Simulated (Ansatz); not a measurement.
**CdTe: clamped-ion strain scan**

The calculation used DFT r2SCAN, scalar-relativistic, plane waves, PAW (Ansatz). Settings: plane waves to 500 eV, k-mesh 8×8×8 (Γ-centred), Gaussian smearing 0.05 eV. Spin–orbit coupling is left out, which matters for the heavy elements here. No spin polarisation. Energies are free energies at this smearing, counted from the undisturbed cell; pressure is positive in compression.

The starting cell (as given, not relaxed at this level; it stands at 3.2 GPa):

```
CELL_PARAMETERS angstrom
0.00000 3.20500 3.20500
3.20500 0.00000 3.20500
3.20500 3.20500 0.00000
ATOMIC_POSITIONS crystal
Cd 0.00000 0.00000 0.00000
Te 0.75000 0.75000 0.75000
```

The cell is strained by ε times the Voigt pattern (0, 0, 1, 0, 0, 0) (xx, yy, zz, yz, xz, xy; engineering shear) with fractional coordinates fixed.

```
      ε  ΔE (meV/atom) stress summed along the pattern (GPa, tension positive) pressure (GPa) gap on the mesh (eV)
-0.0600           64.6                                                    -7.33             7.0                  1.45
-0.0450           43.6                                                    -6.26             6.0                  1.43
-0.0300           26.0                                                    -5.22             5.0                  1.42
-0.0150           11.4                                                    -4.21             4.1                  1.40
 0.0000            0.0                                                    -3.23             3.2                  1.39
 0.0150              ?                                                        ?             2.4                  1.32
 0.0300          -14.1                                                    -1.37             1.7                  1.25
 0.0450          -16.9                                                    -0.48               ?                     ?
 0.0525          -17.3                                                    -0.05             0.7                  1.15
 0.0600              ?                                                     0.37             0.4                     ?
```

Give the withheld values.

ΔE (meV/atom) at ε = 0.0150: -8.5; stress summed along the pattern (GPa, tension positive) at ε = 0.0150: -2.28; pressure (GPa) at ε = 0.0450: 1.0; gap on the mesh (eV) at ε = 0.0450: 1.18; ΔE (meV/atom) at ε = 0.0600: -17.1; gap on the mesh (eV) at ε = 0.0600: 1.11.